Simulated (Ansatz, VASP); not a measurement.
# One calculation of Nb, two programs

```xyz
12
Lattice="3.4049 1.9658 5.8067 -3.4049 1.9658 5.8067 0.0000 -3.9316 5.8067" Properties=species:S:1:pos:R:3 pbc="T T T"
Nb   -2.1908    1.2648    3.9136
Nb    0.0000   -2.5297    3.9136
Nb    2.1908    1.2648    3.9136
Nb    2.1908   -1.2648   13.5063
Nb   -2.1908   -1.2648   13.5063
Nb    0.0000    2.5297   13.5063
Nb   -1.3940    0.8048    6.2303
Nb    0.0000   -1.6097    6.2303
Nb    1.3940    0.8048    6.2303
Nb    1.3940   -0.8048   11.1897
Nb   -1.3940   -0.8048   11.1897
Nb    0.0000    1.6097   11.1897
```

Alike in both runs: task single point; functional r2SCAN; k mesh 3 × 3 × 3; occupations gaussian, width 0.1 eV; no spin polarisation.

```csv
,VASP,Ansatz
version,VASP 6.6.1,Ansatz 0.2.0
potentials or method,"VASP PAW PBE potentials, release 64 (Nb_sv)","scalar-relativistic, plane waves, PAW"
plane-wave cutoff (eV),520,500
valence electrons in the cell,156,156
```

Ansatz gave:

- gap on the k mesh at the Fermi level (eV): none
- rms of the force components (eV/Å): 1.987

Question: What did VASP give for the same quantities?

Answer: gap on the k mesh at the Fermi level (eV): none; rms of the force components (eV/Å): 2.003.

Atom by atom the forces differ by 0.017 eV/Å (rms over components). A gap of «none» marks a metal or a gap that the smearing closes.

Caveats: the k mesh is coarse (spacing up to 0.37 Å⁻¹), so the values aren't converged; the PAW data sets were made with another functional, which shifts forces and pressure a little (VASP).
